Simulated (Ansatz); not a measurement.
## Elastic constants of CdTe at 0.4 GPa (stress–strain coefficients): input and output

Level of theory: DFT PBE+D3(BJ), scalar-relativistic, plane waves, PAW (Ansatz 0.2.0).

Launched with:
```bash
ansatz run input.yaml --threads 1 --pin off --max-ram 2560MiB --backend cpu --events-out ev --progress --plain --runs-dir out
```

Input (bare energies are in eV):
```yaml
crystal:
  lattice:
    - [3.7103, 0.0, 0.0]
    - [0.0, 3.7103, 0.0]
    - [0.0, 0.0, 3.7103]
  atoms:
    - { symbol: Cd, position: [0.0, 0.0, 0.0] }
    - { symbol: Te, position: [0.5, 0.5, 0.5] }
basis:
  ecutwfc: 420
kpoints:
  mp_grid: { grid: [12, 12, 12] }
hamiltonian:
  xc: pbe
  dispersion: d3bj
scf:
  occupations: { method: fermi_dirac, width: 0.15 }
output:
  forces: true
  stress: true
  eigenvalues: true
elastic:
  mode: relaxed_ion
  amplitude: 0.005
```

From the output:
```
--- Elastic constants: 2 strain directions × 4 members + reference (group order 48) ---
  dense FFT box of the reference and of every strained cell: 27×27×27
  strains applied: 11, 23; error gains: componentwise 1.00 (the most a stress slope's error grows in a printed constant), spectral 1.73 (1 for all six strains in a standard setting)
  pairwise dispersion correction: d3bj (s6 = 1.0, s8 = 0.7875, a1 = 0.4289, a2_bohr = 4.4407), with the weights of each atom's references fixed at the reference crystal's, and the forces and stress that the weights' published response gives ...
  C = ∂σ_k/∂η_j (tension-positive GPa; Voigt order 11 22 33 23 13 12):
        53.687     53.992     53.992     -0.000     -0.000     -0.000
        53.992     53.687     53.992     -0.000     -0.000     -0.000
        53.992     53.992     53.687     -0.000     -0.000     -0.000
         0.000     -0.000      0.000      0.555     -0.000      0.000
        -0.000      0.000      0.000      0.000      0.555      0.000
         0.000     -0.000     -0.000      0.000      0.000      0.555
  reference stress σ⁰ (GPa):     -0.401     -0.401     -0.401     -0.000     -0.000     -0.000
  C* (energy form; C + prestress term) asymmetry max|C*_kj − C*_jk| = 7.105e-15 GPa — a small one proves nothing (zero by symmetry where the batch's group is 432, −43m or m−3m); a large one is finite-difference/SCF noise where every solve ...
  moduli (Voigt/Reuss/Hill, GPa): K = 53.89/53.89/53.89   G = 0.27/-0.65/-0.19   E = -0.56   ν = 0.502
  mechanically stable: NO (min eigenvalue of sym C = -0.30 GPa)
  strain η (Voigt 11):  stress-route row diagonal C_11 = 53.69 GPa, energy-path curvature d²(F+E_count+ΔE)/dδ²/Ω₀ = 53.69 GPa
    cells at ±δ against ±2δ: C31 54.00 and 54.04 GPa, apart by 0.07 % of the column's largest entry
         δ    σ_11 (GPa) F (eV) n_scf n_hpsi n_pw
    -1.000e-2      -0.9501      -15235.2176194      10   96791   1008   relax 0 steps, max|allowed force component| 3.55e-30 eV/Å
    -5.000e-3      -0.6723      -15235.2189123       5   77385   1021   relax 0 steps, max|allowed force component| 7.89e-31 eV/Å
     5.000e-3      -0.1353      -15235.2201953       5   77751   1024   relax 0 steps, max|allowed force component| 0.00e0 eV/Å
     1.000e-2       0.1244      -15235.2202029       8   80083   1025   relax 0 steps, max|allowed force component| 2.37e-30 eV/Å
  strain η (Voigt 23):  stress-route row diagonal C_44 = 0.56 GPa, energy-path curvature d²(F+E_count+ΔE)/dδ²/Ω₀ = 0.77 GPa
    cells at ±δ against ±2δ: C44 0.55 and 0.52 GPa, apart by 4.79 % of the column's largest entry
         δ    σ_23 (GPa) F (eV) n_scf n_hpsi n_pw
    -1.000e-2      -0.0052      -15235.2197563       8  138075   1021   relax 0 steps, max|allowed force component| 8.18e-30 eV/Å
    -5.000e-3      -0.0027      -15235.2197646       5  120796   1021   relax 0 steps, max|allowed force component| 1.97e-30 eV/Å
     5.000e-3       0.0027      -15235.2197646       5  117027   1021   relax 0 steps, max|allowed force component| 2.37e-30 eV/Å
     1.000e-2       0.0052      -15235.2197563       8  119318   1021   relax 0 steps, max|allowed force component| 4.91e-29 eV/Å
```

Time: 4.9 min on 1 thread of Intel(R) Xeon(R) Processor @ 2.50GHz (Skylake/Cascade Lake), on a shared host, peak memory 0.59 GiB.

The cell is the ideal cubic caesium chloride prototype; this isn't the usual structure of the compound. In a metal, frequencies and elastic constants depend on the k mesh and the smearing, soft modes and shear constants most. The constants from two strain amplitudes disagree, so they are only loosely converged.

As the tensor has a negative eigenvalue, the Reuss and Hill moduli of a polycrystal, and E and ν formed from them, have no physical meaning here.

The least eigenvalue is -0.3 GPa; in a metal on this mesh the verdict on stability isn't firm within about 20 GPa or a tenth of the bulk modulus.